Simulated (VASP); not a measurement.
# C in VASP: further runs

One slab, C, is run at these levels: LDA; tasks: single point.

Everything below comes from runs of VASP 6.6.1. Logs are shortened: lines on timing, memory, paths and dates and some standing lists are left out, and cuts for length are marked.

## Step 1: The structure

The cell holds a slab with vacuum, 8 atoms: a = 2.456 Å, b = 2.456 Å, c = 22.805 Å, α = 90.00°, β = 90.00°, γ = 120.00°.

The slab is cut from a database's or a generator's crystal, which needn't be the stable form of the element.

## Step 2: Single point, LDA

INCAR

```
PREC = Accurate
ENCUT = 300
EDIFF = 1E-7
ISMEAR = 1
SIGMA = 0.1
LREAL = F
LASPH = T
NELM = 120
ALGO = Normal
ISIF = 2
LWAVE = F
LCHARG = F
LDIPOL = T
IDIPOL = 3
DIPOL = 0.5 0.5 0.500
NBANDS = 32
LVHAR = T
LVACPOTAV = T
```

KPOINTS

```
regular mesh
0
Gamma
  12 12 1
```

POSCAR

```
C
1.0
    2.4560959400      0.0000000000      0.0000000000
   -1.2280479700      2.1270618200      0.0000000000
    0.0000000000      0.0000000000     22.8049153298
C
8
Direct
    0.5833794600      0.1667589200      0.2631011742
    0.9166205400      0.8332410800      0.2631011742
    0.0833794600      0.1667589200      0.4223496308
    0.4166205400      0.8332410800      0.4223496308
    0.5833794600      0.1667589200      0.5776503692
    0.9166205400      0.8332410800      0.5776503692
    0.0833794600      0.1667589200      0.7368988258
    0.4166205400      0.8332410800      0.7368988258
```

Potentials or basis: VASP PAW LDA potentials, release 64 (C).

Started as:

```sh
cat potpaw_LDA.64/C/POTCAR > POTCAR
mpirun -np 1 vasp_std > vasp.out
```

OUTCAR:

```text
PREC = Accurate
   ENCUT = 300
   EDIFF = 1E-7
   ISMEAR = 1
   LREAL = F
   LASPH = T
   NELM = 120
   ISIF = 2

 Found     43 irreducible k-points:

 Following reciprocal coordinates:
            Coordinates               Weight
  0.000000  0.000000  0.000000      1.000000
  0.083333 -0.000000  0.000000      4.000000
  0.000000  0.083333  0.000000      2.000000
  0.166667 -0.000000  0.000000      4.000000
  0.000000  0.166667  0.000000      2.000000
  0.250000 -0.000000  0.000000      4.000000
   k-points           NKPTS =     43   k-points in BZ     NKDIM =     43   number of bands    NBANDS=     32
   number of dos      NEDOS =    301   number of ions     NIONS =      8
   total plane-waves  NPLWV =  27440
   dimension x,y,z NGX =    14 NGY =   14 NGZ =  140
   dimension x,y,z NGXF=    28 NGYF=   28 NGZF=  280
   ions per type =               8
   NGX,Y,Z   is equivalent  to a cutoff of   9.48,  9.48, 10.21 a.u.
   NGXF,Y,Z  is equivalent  to a cutoff of  18.95, 18.95, 20.41 a.u.
 SYSTEM =  unknown system
   PREC   = accura    normal or accurate (medium, high low for compatibility)
   ISTART =      0    job   : 0-new  1-cont  2-samecut
   ICHARG =      2    charge: 1-file 2-atom 10-const
   ISPIN  =      1    spin polarized calculation?
   LNONCOLLINEAR =      F non collinear calculations
   LSORBIT =      F    spin-orbit coupling
   LASPH  =      T    aspherical Exc in radial PAW
   ENCUT  =  300.0 eV  22.05 Ry    4.70 a.u.   3.47  3.47 32.21*2*pi/ulx,y,z
   NELM   =    120;   NELMIN=  2; NELMDL= -5     # of ELM steps
   EDIFF  = 0.1E-06   stopping-criterion for ELM
   LREAL  =      F    real-space projection
   EDIFFG = 0.1E-05   stopping-criterion for IOM
   NSW    =      0    number of steps for IOM
   IBRION =     -1    ionic relax: 0-MD 1-quasi-New 2-CG
   NFREE  =      0    steps in history (QN), initial steepest desc. (CG)
   ISIF   =      2    stress and relaxation
   ISYM   =      2    0-nonsym 1-usesym 2-fastsym
   POTIM  = 0.5000    time-step for ionic-motion
   TEBEG  =    0.0;   TEEND  =   0.0 temperature during run
   PSTRESS=    0.0 pullay stress
   NELECT =      32.0000    total number of electrons
   NUPDOWN=      -1.0000    fix difference up-down
   EMIN   =  10.00;   EMAX   =-10.00  energy-range for DOS
   EFERMI =   0.00;   METHOD = LEGACY
   ISMEAR =     1;   SIGMA  =   0.10  broadening in eV -4-tet -1-fermi 0-gaus
   EFERMI_NEDOS =   21; number of points for ismear=-14 and -15
   IALGO  =     38    algorithm
   IMIX   =      4    mixing-type and parameters
     AMIX     =   0.40;   BMIX     =  1.00
     AMIX_MAG =   1.60;   BMIX_MAG =  1.00
  volume/ion in A,a.u.               =      14.89       100.50
  Fermi-wavevector in a.u.,A,eV,Ry     =   1.056267  1.996054 15.180007  1.115699
  Thomas-Fermi vector in A             =   2.191496
   LORBIT       =      0    0 simple, 1 ext, 2 COOP (PROOUT), +10 PAW based schemes
   GGA     = CA    functional components
   LHFCALC =     F    Hartree Fock is set to
   AEXX    =    0.0000 exact exchange contribution
   IVDW    =     0    specifies the selected vdW correction
   LEPSILON=     F    determine dielectric tensor
   LRPA    =     F    only Hartree local field effects (RPA)
 non-spin polarized calculation
 Methfessel and Paxton  Order N= 1 SIGMA  =   0.10
  energy-cutoff  :      300.00
  volume of cell :      119.14
 maximum number of plane-waves:      1444
 NGX is ok and might be reduce to    14
   NGX =  7   NGY =  7   NGZ = 65

 dipolmoment           0.000000      0.000000     -0.000000 electrons x Angstroem

 number of electron      31.9999978 magnetization

 dipolmoment           0.000000      0.000000      0.000000 electrons x Angstroem

 Free energy of the ion-electron system (eV)
  ---------------------------------------------------
  ext. energy  EPLUGINS =         0.00000000
  ---------------------------------------------------
  free energy    TOTEN  =       -81.26664499 eV

  energy without entropy =      -81.26684886  energy(sigma->0) =      -81.26671295

 E-fermi :   0.9027     XC(G=0):  -6.8613

 val. band max:        0.8644005923   @ k =   0.3333   0.3333   0.0000
 cond. band min:       0.9406077578   @ k =   0.3333   0.3333   0.0000
 fundamental gap:      0.0762071655
 Fermi energy:         0.9026633697

 k-point     1 :       0.0000    0.0000    0.0000
  band No.  band energies     occupation
      1     -18.6580      2.00000
      2     -18.6127      2.00000
      3     -18.5658      2.00000
      4     -18.5079      2.00000
      5      -7.4271      2.00000
      6      -7.0626      2.00000
      7      -6.6700      2.00000
      8      -6.2549      2.00000
      9      -2.1937      2.00000
     10      -2.1927      2.00000
     11      -2.1821      2.00000
     12      -2.1795      2.00000
     13      -2.1795      2.00000
     14      -2.1736      2.00000
     15      -2.1576      2.00000
     16      -2.1385      2.00000
     17       4.1838      0.00000
     18       4.5549      0.00000
     19       5.1046      0.00000
     20       6.4602      0.00000
     21       6.4825      0.00000
     22       8.5374      0.00000
     23       8.8965      0.00000
     24       9.3453      0.00000
     25       9.3656      0.00000
     26       9.3964      0.00000
     27       9.4049      0.00000
     28       9.4095      0.00000

 k-point     2 :       0.0833   -0.0000    0.0000
  band No.  band energies     occupation
      1     -18.4935      2.00000
      2     -18.4489      2.00000
      3     -18.4024      2.00000
      4     -18.3451      2.00000
      5      -7.2219      2.00000
      6      -6.8597      2.00000
      7      -6.4682      2.00000
      8      -6.0575      2.00000
      9      -2.8278      2.00000
     10      -2.8096      2.00000
     11      -2.7900      2.00000
     12      -2.7885      2.00000
     13      -2.5190      2.00000
     14      -2.5169      2.00000
     15      -2.5077      2.00000
     16      -2.5000      2.00000
     17       4.3993      0.00000
     18       4.7735      0.00000
     19       5.3214      0.00000
     20       6.6662      0.00000
     21       6.7013      0.00000
     22       8.7220      0.00000
     23       9.0993      0.00000
     24       9.4070      0.00000
     25       9.4241      0.00000
     26       9.4418      0.00000
     27       9.4502      0.00000
     28      10.0901      0.00000

 k-point     3 :       0.0000    0.0833    0.0000
  band No.  band energies     occupation
      1     -18.4940      2.00000
      2     -18.4490      2.00000
      3     -18.4023      2.00000
      4     -18.3447      2.00000
      5      -7.2198      2.00000
      6      -6.8584      2.00000
      7      -6.4696      2.00000
      8      -6.0601      2.00000
      9      -2.8255      2.00000
     10      -2.8212      2.00000
     11      -2.8016      2.00000
     12      -2.8006      2.00000
     13      -2.5259      2.00000
     14      -2.5133      2.00000
     15      -2.4976      2.00000
     16      -2.4728      2.00000
     17       4.3989      0.00000
     18       4.7732      0.00000
     19       5.3209      0.00000
     20       6.6667      0.00000
     21       6.7013      0.00000
     22       8.7241      0.00000
     23       9.1008      0.00000
     24       9.4258      0.00000
     25       9.4360      0.00000
     26       9.4474      0.00000
     27       9.4504      0.00000
     28      10.0758      0.00000

 k-point     4 :       0.1667   -0.0000    0.0000
  band No.  band energies     occupation
      1     -18.0011      2.00000
      2     -17.9577      2.00000
      3     -17.9125      2.00000
      4     -17.8569      2.00000
      5      -6.6186      2.00000
      6      -6.2666      2.00000
      7      -5.8856      2.00000
      8      -5.4826      2.00000
      9      -4.4425      2.00000
     10      -4.4400      2.00000
     11      -4.4323      2.00000
     12      -4.4158      2.00000
     13      -3.3229      2.00000
     14      -3.3206      2.00000
     15      -3.3094      2.00000
     16      -3.3062      2.00000
     17       5.0461      0.00000
     18       5.4284      0.00000
     19       5.9689      0.00000
     20       7.2749      0.00000
     21       7.3532      0.00000
     22       9.1854      0.00000
     23       9.3077      0.00000
     24       9.3618      0.00000
     25       9.3696      0.00000
     26       9.4421      0.00000
     27       9.7712      0.00000
     28      10.3596      0.00000

 k-point     5 :       0.0000    0.1667    0.0000
  band No.  band energies     occupation
      1     -18.0004      2.00000
      2     -17.9574      2.00000
      3     -17.9129      2.00000
      4     -17.8578      2.00000
      5      -6.6193      2.00000
      6      -6.2653      2.00000
      7      -5.8871      2.00000
      8      -5.4816      2.00000
      9      -4.4497      2.00000
     10      -4.4485      2.00000
     11      -4.4398      2.00000
     12      -4.4172      2.00000
     13      -3.3341      2.00000
     14      -3.3241      2.00000
     15      -3.3040      2.00000
     16      -3.2690      2.00000
     17       5.0470      0.00000
     18       5.4290      0.00000
     19       5.9696      0.00000
     20       7.2769      0.00000
     21       7.3536      0.00000
     22       9.1822      0.00000
     23       9.2908      0.00000
     24       9.3687      0.00000
     25       9.3966      0.00000
     26       9.4203      0.00000
     27       9.7667      0.00000
     28      10.4325      0.00000

 k-point     6 :       0.2500   -0.0000    0.0000
  band No.  band energies     occupation
      1     -17.1850      2.00000
      2     -17.1447      2.00000
      3     -17.1023      2.00000
      4     -17.0488      2.00000
      5      -6.5366      2.00000
      6      -6.5297      2.00000
      7      -6.5162      2.00000
      8      -6.5024      2.00000
      9      -5.6282      2.00000
     10      -5.2939      2.00000
     11      -4.9291      2.00000
     12      -4.5434      2.00000
     13      -4.2120      2.00000
     14      -4.2120      2.00000
     15      -4.2024      2.00000
     16      -4.1921      2.00000
     17       6.1202      0.00000
     18       6.5072      0.00000
     19       7.0249      0.00000
     20       8.0360      0.00000
     21       8.1059      0.00000
     22       8.1607      0.00000
     23       8.4260      0.00000
     24       8.5468      0.00000
     25       8.5826      0.00000
     26       9.0471      0.00000
     27       9.0693      0.00000
     28       9.1030      0.00000

 [... further k-points ...]

 [bands above 28 left out]

------------------------ aborting loop because EDIFF is reached ----------------------------------------

  FORCE on cell =-STRESS in cart. coord.  units (eV):
  Direction    XX          YY          ZZ          XY          YZ          ZX
  --------------------------------------------------------------------------------------
  -------------------------------------------------------------------------------------
  Total       -8.2289439     -8.3022067     -9.0591490      0.0000000      0.0000000      0.0000000
  in kB     -110.6625768   -111.6478126   -121.8271489      0.0000000      0.0000000      0.0000000
  external PRESSURE =    -114.7125128 kB  Pullay stress =       0.0000000 kB

 VOLUME and BASIS-vectors are now :
 -----------------------------------------------------------------------------
  energy-cutoff  :      300.00
  volume of cell :      119.14
      direct lattice vectors                 reciprocal lattice vectors
     2.456095940  0.000000000  0.000000000     0.407150219  0.235066041  0.000000000
    -1.228047970  2.127061820  0.000000000     0.000000000  0.470132081  0.000000000
     0.000000000  0.000000000 22.804915330     0.000000000  0.000000000  0.043850196

 POSITION                                       TOTAL-FORCE (eV/Angst)
 -----------------------------------------------------------------------------------
      1.22805      0.35471      6.00000         0.000000     -0.023948      0.022629
      1.22805      1.77236      6.00000         0.000000      0.023948      0.022629
      0.00000      0.35471      9.63165         0.000000     -0.024668     -0.007332
     -0.00000      1.77236      9.63165         0.000000      0.024668     -0.007332
      1.22805      0.35471     13.17327         0.000000     -0.024668      0.007332
      1.22805      1.77236     13.17327         0.000000      0.024668      0.007332
      0.00000      0.35471     16.80492         0.000000     -0.023948     -0.022629
     -0.00000      1.77236     16.80492         0.000000      0.023948     -0.022629
 -----------------------------------------------------------------------------------
    total drift:                               -0.000000      0.000000     -0.000000

  FREE ENERGIE OF THE ION-ELECTRON SYSTEM (eV)
  ---------------------------------------------------
  free  energy   TOTEN  =       -81.2666449869 eV

  energy  without entropy=      -81.2668488643  energy(sigma->0) =      -81.26671295

 vacuum level on the upper side and lower side of the slab         5.423         5.423
```

It took 36 s on 1 thread of Intel Xeon 6975P-C (Granite Rapids), shared host; peak memory 0.17 GiB.

The run converged, but a check on its numbers failed (symmetry, net force, bounds or a known fault of this set-up), so they aren't taken as properties of the slab.

Caveat: the cutoff lies under the usual one of these potentials, so the numbers hold a large basis-set error.

## Step 3: Single point, LDA

INCAR, as its differences from that of step 2:

```diff
@@ -1,3 +1,3 @@
 PREC = Accurate
-ENCUT = 300
+ENCUT = 350
 EDIFF = 1E-7
```

KPOINTS is that of step 2.

POSCAR is that of step 2.

Potentials or basis: VASP PAW LDA potentials, release 64 (C).

Started as:

```sh
cat potpaw_LDA.64/C/POTCAR > POTCAR
mpirun -np 1 vasp_std > vasp.out
```

It took 41 s on 1 thread of Intel Xeon 6975P-C (Granite Rapids), shared host; peak memory 0.18 GiB.

The run converged, but a check on its numbers failed (symmetry, net force, bounds or a known fault of this set-up), so they aren't taken as properties of the slab.

Caveat: the cutoff lies under the usual one of these potentials, so the numbers hold a large basis-set error.

## Step 4: Single point, LDA

INCAR, as its differences from that of step 3:

```diff
@@ -1,3 +1,3 @@
 PREC = Accurate
-ENCUT = 350
+ENCUT = 400
 EDIFF = 1E-7
```

KPOINTS is that of step 3.

POSCAR is that of step 3.

Started as:

```sh
cat potpaw_LDA.64/C/POTCAR > POTCAR
mpirun -np 1 vasp_std > vasp.out
```

Wall time 46 s (1 thread of Intel Xeon 6975P-C (Granite Rapids), shared host); peak memory 0.19 GiB.

The run converged, but some of its settings lie outside the range that counts as converged, so its numbers aren't taken as properties of the slab.

Results:

- Free energy: -80.8785 eV
- Largest force: 0.034 eV/Å
- Band gap on the k mesh: 0.08 eV, direct
- Ionisation potential of the upper face: 4.57 eV

Caveat: the cutoff is under 1.25 times the usual one of these potentials, so pressure, stress and relaxed cells hold a basis-set (Pulay) error.

## Step 5: Single point, LDA

INCAR, as its differences from that of step 4:

```diff
@@ -2,3 +2,3 @@
 ENCUT = 400
-EDIFF = 1E-7
+EDIFF = 0.001
 ISMEAR = 1
```

KPOINTS is that of step 4.

POSCAR is that of step 4.

Started as:

```sh
cat potpaw_LDA.64/C/POTCAR > POTCAR
mpirun -np 1 vasp_std > vasp.out
```

It took 27 s on 1 thread of Intel Xeon 6975P-C (Granite Rapids), shared host; peak memory 0.19 GiB.

The run converged, but some of its settings lie outside the range that counts as converged, so its numbers aren't taken as properties of the slab.

Results:

```yaml
Free_energy: -80.8774 eV
Largest_force: 0.038 eV/Å
Band_gap_on_the_k_mesh: 0.08 eV, direct
```

Caveat: the cutoff is under 1.25 times the usual one of these potentials, so pressure, stress and relaxed cells hold a basis-set (Pulay) error.

[end of part 1 of 2]
